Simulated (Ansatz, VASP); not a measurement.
## One calculation of Sc, two programs

```
CELL_PARAMETERS angstrom
2.96859 0.00000 0.00000
0.00000 2.96859 0.00000
0.00000 0.00000 2.96859
ATOMIC_POSITIONS crystal
Sc 0.00000 0.00000 0.00000
```

Alike in both runs: functional PBE; k mesh 12 × 12 × 12; occupations fermi-dirac, width 0.05 eV; no spin polarisation.

Ansatz relaxed the structure, and its values are those at the end. VASP's run is a single point on that final structure, the one shown.

|  | VASP | Ansatz |
| --- | --- | --- |
| version | VASP 6.6.1 | Ansatz 0.2.0 |
| potentials or method | VASP PAW PBE potentials, release 64 (Sc_sv) | PAW with Ansatz's default frozen-core files, scalar-relativistic |
| plane-wave cutoff (eV) | 520 | 420 |
| valence electrons in the cell | 11 | 11 |

|  | VASP | Ansatz | Ansatz less VASP |
| --- | --- | --- | --- |
| pressure (GPa) | 0.0 | 0.0 | -0.01 |
